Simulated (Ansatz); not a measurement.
**What DFT gives for ZnF$_{2}$**

```
CELL_PARAMETERS angstrom
4.65680 0.00000 0.00000
0.00000 4.65680 0.00000
0.00000 0.00000 3.10229
ATOMIC_POSITIONS crystal
Zn 0.00000 0.00000 0.00000
Zn 0.50000 0.50000 0.50000
F 0.30350 0.30350 0.00000
F 0.19650 0.80350 0.50000
F 0.69650 0.69650 0.00000
F 0.80350 0.19650 0.50000
```

Method: PBE, no spin polarisation; PAW, plane waves to 420 eV, 6×6×8 Γ-centred mesh, fermi-dirac occupations (width 0.1 eV) (Ansatz 0.2.0), atoms fixed.

Contacts: Zn–F at 2.00 Å: least valence density 0.48 e/Å³ and ELF 0.14 there. Both are smooth PAW fields, read partly inside the augmentation spheres.
Charges: Bader charges in e: Zn +1.48, F -0.74. In the mean Zn gives up most and F takes most.
Electronic structure: The gap is 3.64 eV, direct at the points sampled.
Forces: The largest is on F3 (and as large on other atoms): 0.09 eV/Å, components (-0.07, -0.07, 0.00). It makes 0° with the line to a nearest neighbour, Zn1 at 2.00 Å, pointing towards it.

Origin: a database entry at a rescaled volume. Caveats: atoms or cell far from equilibrium.
